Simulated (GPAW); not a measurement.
# Ta (P6_3/mmc) in GPAW: notebook

The runs below take Ta through relaxation of cell and atoms, with PBEsol.

Everything below comes from runs of GPAW 26.7.0. Logs are shortened: lines on timing, memory, paths and dates and some standing lists are left out, and cuts for length are marked. The log counts tension as positive stress, the text compression.

### 1 The structure

It takes space group P6_3/mmc (No. 194, hexagonal). The conventional cell has a = 2.900 Å, b = 2.900 Å, c = 5.166 Å, α = 90.00°, β = 90.00°, γ = 120.00°. Ta (site symmetry -6m2) is surrounded by 12 Ta at 2.90 to 3.08 Å.

This isn't the form of Ta at room conditions, which is bcc.

### 2 Relaxation of cell and atoms, PBEsol, target pressure 10 GPa, at which the enthalpy is minimised

run.py reads:

```python
from ase import Atoms
from ase.filters import FrechetCellFilter
from ase.io import write
from ase.optimize import BFGS
from ase.units import GPa
from gpaw import GPAW, PW, setup_paths

setup_paths.insert(0, '.')

atoms = Atoms(['Ta', 'Ta'],
              cell=[[2.9003720726, 0.0, 0.0],
                    [-1.4501860363, 2.5117958953, 0.0],
                    [0.0, 0.0, 5.166274]],
              scaled_positions=[[0.3333333333, 0.6666666667, 0.25],
                                [0.6666666667, 0.3333333333, 0.75]],
              pbc=True)

calc = GPAW(mode=PW(600),
            xc='PBEsol',
            kpts={'size': (8, 8, 4), 'gamma': True},
            occupations={'name': 'fermi-dirac', 'width': 0.05},
            nbands=26,
            convergence={'density': 1e-05, 'forces': 0.0001},
            maxiter=150,
            txt='gpaw.txt')
atoms.calc = calc
opt = BFGS(FrechetCellFilter(atoms, scalar_pressure=10 * GPa), trajectory='relax.traj', logfile='-')
done = opt.run(fmax=0.02, steps=60)
calc.write('gs.gpw')
write('result.traj', atoms)
print('Converged:', done)
print('Cell:', atoms.cell.cellpar().round(4))
print('Volume:', round(atoms.get_volume(), 4))
print(atoms.get_scaled_positions().round(5))
```

Potentials or basis: PAW data sets generated in the run's folder for this functional, pw.

Run with:

```console
gpaw-setup -f PBEsol Ta
OMP_NUM_THREADS=1 python run.py
```

gpaw.txt:

```text
__  _  _
 | _ |_)|_||  |
 |__||  | ||/\| - 26.7.0

Input parameters:
  mode=PW(ecut=600.0),
  convergence={'density': 1e-05, 'forces': 0.0001},
  kpts=MonkhorstPack(size=(8, 8, 4), gamma=True),
  maxiter=150,
  nbands=26,
  occupations=Occupations(name='fermi-dirac', width=0.05),
  xc=XC(name='PBEsol')

Diagonalizing LCAO Hamiltonian
Converting LCAO to pw mode

          Ta

        Ta

Atoms  # Å, Bohr magnetons
|   | symbol |         x |        y |        z |    initial magnetic moments |
|---|--------|-----------|----------|----------|-----------------------------|
| 0 |     Ta | -0.000000 | 1.674531 | 1.291568 | ( 0.0000,  0.0000,  0.0000) |
| 1 |     Ta |  1.450186 | 0.837265 | 3.874705 | ( 0.0000,  0.0000,  0.0000) |

Unit cell  # Å
| periodic |         x |        y |        z |  lengths |     angles |
|----------|-----------|----------|----------|----------|------------|
|      yes |  2.900372 | 0.000000 | 0.000000 | 2.900372 |  90.000000 |
|      yes | -1.450186 | 2.511796 | 0.000000 | 2.900372 |  90.000000 |
|      yes |  0.000000 | 0.000000 | 5.166274 | 5.166274 | 120.000000 |

Number of symmetries: 12
Symmetry operations  # r_c * U_cc + t_c -> r_c
|    | kind |            matrix            |
|----|------|------------------------------|
|  0 |  σ   |  1, 1, 0,  0,-1, 0,  0, 0, 1 |
|  1 |  S6  |  1, 1, 0, -1, 0, 0,  0, 0,-1 |
|  2 |  E   |  1, 0, 0,  0, 1, 0,  0, 0, 1 |
|  3 |  C2  |  1, 0, 0, -1,-1, 0,  0, 0,-1 |
|  4 |  C2  |  0, 1, 0,  1, 0, 0,  0, 0,-1 |
|  5 |  C3  |  0, 1, 0, -1,-1, 0,  0, 0, 1 |
|  6 |  S6  |  0,-1, 0,  1, 1, 0,  0, 0,-1 |
|  7 |  σ   |  0,-1, 0, -1, 0, 0,  0, 0, 1 |
|  8 |  σ   | -1, 0, 0,  1, 1, 0,  0, 0, 1 |
|  9 |  i   | -1, 0, 0,  0,-1, 0,  0, 0,-1 |
| 10 |  C3  | -1,-1, 0,  1, 0, 0,  0, 0, 1 |
| 11 |  C2  | -1,-1, 0,  0, 1, 0,  0, 0,-1 |
[... 184 lines left out ...]
          Ta

        Ta

Atoms  # Å, Bohr magnetons
|   | symbol |         x |        y |        z |    initial magnetic moments |
|---|--------|-----------|----------|----------|-----------------------------|
| 0 |     Ta | -0.000000 | 1.650910 | 1.273416 | ( 0.0000,  0.0000,  0.0000) |
| 1 |     Ta |  1.429730 | 0.825455 | 3.820249 | ( 0.0000,  0.0000,  0.0000) |

Unit cell  # Å
| periodic |         x |         y |        z |  lengths |     angles |
|----------|-----------|-----------|----------|----------|------------|
|      yes |  2.859461 | -0.000000 | 0.000000 | 2.859461 |  90.000000 |
|      yes | -1.429730 |  2.476366 | 0.000000 | 2.859461 |  90.000000 |
|      yes |  0.000000 |  0.000000 | 5.093665 | 5.093665 | 120.000000 |

Number of symmetries: 12
Symmetry operations  # r_c * U_cc + t_c -> r_c
|    | kind |            matrix            |
|----|------|------------------------------|
|  0 |  σ   |  1, 1, 0,  0,-1, 0,  0, 0, 1 |
|  1 |  S6  |  1, 1, 0, -1, 0, 0,  0, 0,-1 |
|  2 |  E   |  1, 0, 0,  0, 1, 0,  0, 0, 1 |
|  3 |  C2  |  1, 0, 0, -1,-1, 0,  0, 0,-1 |
|  4 |  C2  |  0, 1, 0,  1, 0, 0,  0, 0,-1 |
|  5 |  C3  |  0, 1, 0, -1,-1, 0,  0, 0, 1 |
|  6 |  S6  |  0,-1, 0,  1, 1, 0,  0, 0,-1 |
|  7 |  σ   |  0,-1, 0, -1, 0, 0,  0, 0, 1 |
|  8 |  σ   | -1, 0, 0,  1, 1, 0,  0, 0, 1 |
|  9 |  i   | -1, 0, 0,  0,-1, 0,  0, 0,-1 |
| 10 |  C3  | -1,-1, 0,  1, 0, 0,  0, 0, 1 |
| 11 |  C2  | -1,-1, 0,  0, 1, 0,  0, 0,-1 |
[... 967 lines left out ...]
convergence criteria:
- Maximum integral of absolute [dens]ity change: 1e-05 electrons / valence electron
- Maximum change in the atomic [forces] across last 2 cycles: 0.0001 eV/Ang OR
Maximum error relative to the maximum force is below inf
- Maximum [total energy] change in last 3 cyles: 0.0005 eV / valence electron
- Maximum integral of absolute [eigenst]ate change: 4e-08 eV^2 / valence electron
maximum number of iterations: 150

SCF iterations
|iter     | |      energy | eigst |  dens |force |
|---------|-|-------------|-------|-------|------|
|iter:   1| |  -20.585508 | -2.60 |       |      |
|iter:   2| |  -20.585434 | -5.61 | -2.72 |      |
|iter:   3| |  -20.585070c| -4.85 | -2.76 |      |
|iter:   4| |  -20.585073c| -6.78 | -3.71 |      |
|iter:   5| |  -20.585073c| -7.74c| -4.17 |      |
|iter:   6| |  -20.585073c| -8.73c| -5.41c|      |
|iter:   7| |  -20.585073c| -9.63c| -5.81c|-3.72 |
|iter:   8| |  -20.585073c|-10.14c| -6.22c|-3.79 |
|iter:   9| |  -20.585073c|-10.78c| -6.55c|-4.23c|

Converged in 9 steps
Energy contributions relative to reference atoms: (reference = -848092.280618)

Energy contributions:
  Kinetic:          25.090272
  Coulomb:         -23.934667
  Zero:             -0.537321
  External:          0.000000
  Xc:              -21.195687
  Entropy:          -0.015339
  Spinorbit:         0.000000
  ----------------------------
  Free energy:     -20.592743
  Extrapolated:    -20.585073

dipole moment: (-0.000002, -0.000003, -0.000007)  # |e|*Ang
[... 26 lines left out ...]
No gap
No difference between direct/indirect transitions

Stress tensor  # eV/Ang^3
|         x |         y |         z |
|-----------|-----------|-----------|
| -0.061244 | -0.000000 |  0.000000 |
|  0.000000 | -0.061244 | -0.000000 |
|  0.000000 | -0.000000 | -0.060812 |

Forces  # eV/Ang
|       x |        y |        z |
|---------|----------|----------|
| 0.00000 |  0.00000 | -0.00002 |  # Ta   0
| 0.00000 | -0.00000 |  0.00002 |  # Ta   1

Interpolating wave functions to new cell

          Ta

        Ta

Atoms  # Å, Bohr magnetons
|   | symbol |         x |        y |        z |    initial magnetic moments |
|---|--------|-----------|----------|----------|-----------------------------|
| 0 |     Ta | -0.000000 | 1.636614 | 1.245956 | ( 0.0000,  0.0000,  0.0000) |
| 1 |     Ta |  1.417349 | 0.818307 | 3.737866 | ( 0.0000,  0.0000,  0.0000) |

Unit cell  # Å
| periodic |         x |         y |         z |  lengths |     angles |
|----------|-----------|-----------|-----------|----------|------------|
|      yes |  2.834698 |  0.000000 |  0.000000 | 2.834698 |  90.000000 |
|      yes | -1.417349 |  2.454920 | -0.000000 | 2.834698 |  90.000000 |
|      yes | -0.000000 | -0.000000 |  4.983821 | 4.983821 | 120.000000 |
[... 119 lines left out ...]
convergence criteria:
- Maximum integral of absolute [dens]ity change: 1e-05 electrons / valence electron
- Maximum change in the atomic [forces] across last 2 cycles: 0.0001 eV/Ang OR
Maximum error relative to the maximum force is below inf
- Maximum [total energy] change in last 3 cyles: 0.0005 eV / valence electron
- Maximum integral of absolute [eigenst]ate change: 4e-08 eV^2 / valence electron
maximum number of iterations: 150

SCF iterations
|iter     | |      energy | eigst |  dens |force |
|---------|-|-------------|-------|-------|------|
|iter:   1| |  -20.583487 | -3.83 |       |      |
|iter:   2| |  -20.583481 | -6.79 | -3.34 |      |
|iter:   3| |  -20.583452c| -5.88 | -3.37 |      |
|iter:   4| |  -20.583453c| -7.58c| -4.31 |      |
|iter:   5| |  -20.583452c| -9.00c| -4.71 |      |
|iter:   6| |  -20.583452c| -9.73c| -5.79c|      |
|iter:   7| |  -20.583452c|-10.12c| -6.19c|-3.67 |
|iter:   8| |  -20.583452c|-10.92c| -6.45c|-4.19c|

Converged in 8 steps
Energy contributions relative to reference atoms: (reference = -848092.280618)

Energy contributions:
  Kinetic:          25.271583
  Coulomb:         -24.084026
  Zero:             -0.537412
  External:          0.000000
  Xc:              -21.225959
  Entropy:          -0.015275
  Spinorbit:         0.000000
  ----------------------------
  Free energy:     -20.591090
  Extrapolated:    -20.583452

dipole moment: (-0.000002, -0.000003, -0.000007)  # |e|*Ang
[... 29 lines left out ...]
Stress tensor  # eV/Ang^3
|         x |         y |         z |
|-----------|-----------|-----------|
| -0.062174 | -0.000000 |  0.000000 |
| -0.000000 | -0.062174 | -0.000000 |
|  0.000000 | -0.000000 | -0.062299 |

Forces  # eV/Ang
|        x |       y |        z |
|----------|---------|----------|
| -0.00000 | 0.00000 | -0.00001 |  # Ta   0
|  0.00000 | 0.00000 |  0.00001 |  # Ta   1

# Writing to gs.gpw (mode='')
```

Run time: 2.2 min. Hardware: 1 thread of Arm Neoverse V1, shared host; peak memory 0.27 GiB.

Results:

- Free energy: -20.5911 eV
- Relaxed volume: 17.34 Å³/atom
- Relaxed cell: a = 2.835 Å, b = 2.835 Å, c = 4.984 Å, α = 90.00°, β = 90.00°, γ = 120.00°
- Space group after relaxing (to 0.05 Å): P6_3/mmc (No. 194)
- Energy change on relaxing (the enthalpy is what falls): +8.4 meV/atom
- Ionic steps: 7
- Pressure after relaxing: 10.0 GPa
- Band gap on the k mesh: none (metal or under the smearing width)

The path:
| step | energy change (eV) | largest force (eV/Å) | pressure (GPa) | volume (Å³) |
| --- | --- | --- | --- | --- |
| 1 | 0.0000 | 0.0000 | -6.91 | 37.64 |
| 2 | -0.0285 | 0.0000 | 1.35 | 36.07 |
| 3 | 0.0244 | 0.0000 | 10.70 | 34.61 |
| 4 | 0.0182 | 0.0000 | 10.08 | 34.69 |
| 5 | 0.0133 | 0.0000 | 9.60 | 34.75 |
| 6 | 0.0151 | 0.0000 | 9.79 | 34.71 |
| 7 | 0.0167 | 0.0000 | 9.97 | 34.68 |

Final structure:
```
Ta
1.0
     2.83470    0.00000    0.00000
    -1.41735    2.45492    0.00000
     0.00000    0.00000    4.98382
Ta
2
Direct
  0.33333 0.66667 0.25000
  0.66667 0.33333 0.75000
```

Caveat: later steps reuse the first step's grids. The run has no spin-orbit coupling, so splittings on Ta are missing.

### 3 Relaxation of cell and atoms, PBEsol, target pressure 20 GPa, at which the enthalpy is minimised

Edit run.py of step 2 so:

```diff
@@ -26,3 +26,3 @@
 atoms.calc = calc
-opt = BFGS(FrechetCellFilter(atoms, scalar_pressure=10 * GPa), trajectory='relax.traj', logfile='-')
+opt = BFGS(FrechetCellFilter(atoms, scalar_pressure=20 * GPa), trajectory='relax.traj', logfile='-')
 done = opt.run(fmax=0.02, steps=60)
```

Potentials or basis: PAW data sets generated in the run's folder for this functional, pw.

Run with:

```console
gpaw-setup -f PBEsol Ta
OMP_NUM_THREADS=1 python run.py
```

Wall time 1.9 min (1 thread of Arm Neoverse V1, shared host); peak memory 0.26 GiB.

It converged, with:

```
Free energy                                            : -20.4692 eV
Relaxed volume                                         : 16.68 Å³/atom
Relaxed cell                                           : a = 2.802 Å, b = 2.802 Å, c = 4.906 Å, α = 90.00°, β = 90.00°, γ = 120.00°
Space group after relaxing (to 0.05 Å)                 : P6_3/mmc (No. 194)
Energy change on relaxing (the enthalpy is what falls) : +69.4 meV/atom
Ionic steps                                            : 7
Pressure after relaxing                                : 19.9 GPa
Band gap on the k mesh                                 : none (metal or under the smearing width)
```

Step by step:
| step | energy change (eV) | largest force (eV/Å) | pressure (GPa) | volume (Å³) |
| --- | --- | --- | --- | --- |
| 1 | 0.0000 | 0.0000 | -6.91 | 37.64 |
| 2 | -0.0053 | 0.0000 | 6.93 | 35.17 |
| 3 | 0.1609 | 0.0000 | 21.27 | 33.23 |
| 4 | 0.1421 | 0.0000 | 20.12 | 33.37 |
| 5 | 0.1306 | 0.0000 | 19.42 | 33.44 |
| 6 | 0.1343 | 0.0000 | 19.64 | 33.40 |
| 7 | 0.1388 | 0.0000 | 19.93 | 33.37 |

Final structure:
```
CELL_PARAMETERS angstrom
2.80221 0.00000 0.00000
-1.40110 2.42678 0.00000
0.00000 0.00000 4.90640
ATOMIC_POSITIONS crystal
Ta 0.33333 0.66667 0.25000
Ta 0.66667 0.33333 0.75000
```

Levels at points of the mesh, in eV from the Fermi level:
```
           k point  band 9  band 10  band 11  band 12  band 13  band 14  band 15  band 16  band 17  band 18
(0.00, 0.00, 0.00)   -8.49    -5.15    -0.45     0.55     0.62     0.62     1.33     1.33     3.23     3.23
(0.00, 0.00, 0.50)   -6.41    -6.41    -1.12    -1.12     0.66     0.66     0.66     0.66     5.07     5.07
(0.50, 0.50, 0.00)   -4.31    -4.29    -3.78    -0.21    -0.16     0.78     0.81     6.55     7.33     7.73
(0.50, 0.50, 0.50)   -4.76    -4.76    -2.56    -2.56     2.06     2.06     2.87     2.87     6.59     6.59
```

Caveat: later steps reuse the first step's grids. The run has no spin-orbit coupling, so splittings on Ta are missing.

### 4 Relaxation of cell and atoms, PBEsol, target pressure 30 GPa, at which the enthalpy is minimised

Edit run.py of step 3 so:

```diff
@@ -26,3 +26,3 @@
 atoms.calc = calc
-opt = BFGS(FrechetCellFilter(atoms, scalar_pressure=20 * GPa), trajectory='relax.traj', logfile='-')
+opt = BFGS(FrechetCellFilter(atoms, scalar_pressure=30 * GPa), trajectory='relax.traj', logfile='-')
 done = opt.run(fmax=0.02, steps=60)
```

Potentials or basis: PAW data sets generated in the run's folder for this functional, pw.

Run with:

```console
gpaw-setup -f PBEsol Ta
OMP_NUM_THREADS=1 python run.py
```

gpaw.txt:

```text
__  _  _
 | _ |_)|_||  |
 |__||  | ||/\| - 26.7.0

Input parameters:
  mode=PW(ecut=600.0),
  convergence={'density': 1e-05, 'forces': 0.0001},
  kpts=MonkhorstPack(size=(8, 8, 4), gamma=True),
  maxiter=150,
  nbands=26,
  occupations=Occupations(name='fermi-dirac', width=0.05),
  xc=XC(name='PBEsol')

Diagonalizing LCAO Hamiltonian
Converting LCAO to pw mode

          Ta

        Ta

Atoms  # Å, Bohr magnetons
|   | symbol |         x |        y |        z |    initial magnetic moments |
|---|--------|-----------|----------|----------|-----------------------------|
| 0 |     Ta | -0.000000 | 1.674531 | 1.291568 | ( 0.0000,  0.0000,  0.0000) |
| 1 |     Ta |  1.450186 | 0.837265 | 3.874705 | ( 0.0000,  0.0000,  0.0000) |

Unit cell  # Å
| periodic |         x |        y |        z |  lengths |     angles |
|----------|-----------|----------|----------|----------|------------|
|      yes |  2.900372 | 0.000000 | 0.000000 | 2.900372 |  90.000000 |
|      yes | -1.450186 | 2.511796 | 0.000000 | 2.900372 |  90.000000 |
[... 1087 lines left out ...]
|    | kind |            matrix            |
|----|------|------------------------------|
|  0 |  σ   |  1, 1, 0,  0,-1, 0,  0, 0, 1 |
|  1 |  S6  |  1, 1, 0, -1, 0, 0,  0, 0,-1 |
|  2 |  E   |  1, 0, 0,  0, 1, 0,  0, 0, 1 |
|  3 |  C2  |  1, 0, 0, -1,-1, 0,  0, 0,-1 |
|  4 |  C2  |  0, 1, 0,  1, 0, 0,  0, 0,-1 |
|  5 |  C3  |  0, 1, 0, -1,-1, 0,  0, 0, 1 |
|  6 |  S6  |  0,-1, 0,  1, 1, 0,  0, 0,-1 |
|  7 |  σ   |  0,-1, 0, -1, 0, 0,  0, 0, 1 |
|  8 |  σ   | -1, 0, 0,  1, 1, 0,  0, 0, 1 |
[... 171 lines left out ...]
Stress tensor  # eV/Ang^3
|         x |         y |         z |
|-----------|-----------|-----------|
| -0.184866 |  0.000000 |  0.000000 |
|  0.000000 | -0.184866 |  0.000000 |
| -0.000000 |  0.000000 | -0.183512 |

Forces  # eV/Ang
|       x |        y |        z |
|---------|----------|----------|
| 0.00000 |  0.00000 |  0.00002 |  # Ta   0
| 0.00000 | -0.00000 | -0.00002 |  # Ta   1

Interpolating wave functions to new cell

          Ta
[... 200 lines left out ...]
Stress tensor  # eV/Ang^3
|         x |         y |         z |
|-----------|-----------|-----------|
| -0.186593 |  0.000000 | -0.000000 |
|  0.000000 | -0.186593 |  0.000000 |
|  0.000000 |  0.000000 | -0.186764 |

Forces  # eV/Ang
|        x |       y |        z |
|----------|---------|----------|
| -0.00000 | 0.00000 |  0.00002 |  # Ta   0
|  0.00000 | 0.00000 | -0.00002 |  # Ta   1

# Writing to gs.gpw (mode='')
```

Wall time 1.8 min (1 thread of Arm Neoverse V1, shared host); peak memory 0.26 GiB.

Results:

```
Free energy                                            : -20.2936 eV
Relaxed volume                                         : 16.12 Å³/atom
Relaxed cell                                           : a = 2.772 Å, b = 2.772 Å, c = 4.842 Å, α = 90.00°, β = 90.00°, γ = 120.00°
Space group after relaxing (to 0.05 Å)                 : P6_3/mmc (No. 194)
Energy change on relaxing (the enthalpy is what falls) : +157.2 meV/atom
Ionic steps                                            : 7
Pressure after relaxing                                : 29.9 GPa
Band gap on the k mesh                                 : none (metal or under the smearing width)
```

The path:
```csv
step,energy change (eV),largest force (eV/Å),pressure (GPa),volume (Å³)
1,0.0000,0.0000,-6.91,37.64
2,0.0494,0.0000,13.03,34.30
3,0.3532,0.0000,31.71,32.06
4,0.3204,0.0000,30.14,32.22
5,0.3030,0.0000,29.33,32.30
6,0.3072,0.0000,29.55,32.27
7,0.3144,0.0000,29.90,32.23
```

Final structure:
```
Ta
1.0
     2.77242    0.00000    0.00000
    -1.38621    2.40098    0.00000
     0.00000    0.00000    4.84219
Ta
2
Direct
  0.33333 0.66667 0.25000
  0.66667 0.33333 0.75000
```

Levels at points of the mesh, in eV from the Fermi level:
| k point | band 10 | band 11 | band 12 | band 13 | band 14 | band 15 | band 16 | band 17 |
| --- | --- | --- | --- | --- | --- | --- | --- | --- |
| (0.00, 0.00, 0.00) | -5.28 | -0.47 | 0.60 | 0.60 | 0.74 | 1.36 | 1.36 | 3.31 |
| (0.00, 0.00, 0.50) | -6.45 | -1.14 | -1.14 | 0.64 | 0.64 | 0.64 | 0.64 | 5.26 |
| (0.50, 0.50, 0.00) | -4.40 | -3.96 | -0.20 | -0.07 | 0.74 | 0.87 | 6.84 | 7.62 |
| (0.50, 0.50, 0.50) | -4.94 | -2.69 | -2.69 | 2.23 | 2.23 | 2.94 | 2.94 | 6.89 |

Caveat: later steps reuse the first step's grids.

### 5 The runs side by side

| cell | target pressure | gap on the mesh (eV) | pressure (GPa) |
| --- | --- | --- | --- |
| relaxed to 10 GPa | 10 GPa | none | 10.0 |
| relaxed to 20 GPa | 20 GPa | none | 19.9 |
| relaxed to 30 GPa | 30 GPa | none | 29.9 |

Alike in all rows: task relaxation of cell and atoms; level PBEsol; potentials or basis PAW data sets generated in the run's folder for this functional, pw; no spin polarisation; k mesh 8 × 8 × 4; cutoff (eV) 600; smearing fermi-dirac 0.05 eV.

Caveats: later steps reuse the first step's grids.

Absolute energies hang on the potentials; compare differences alone.
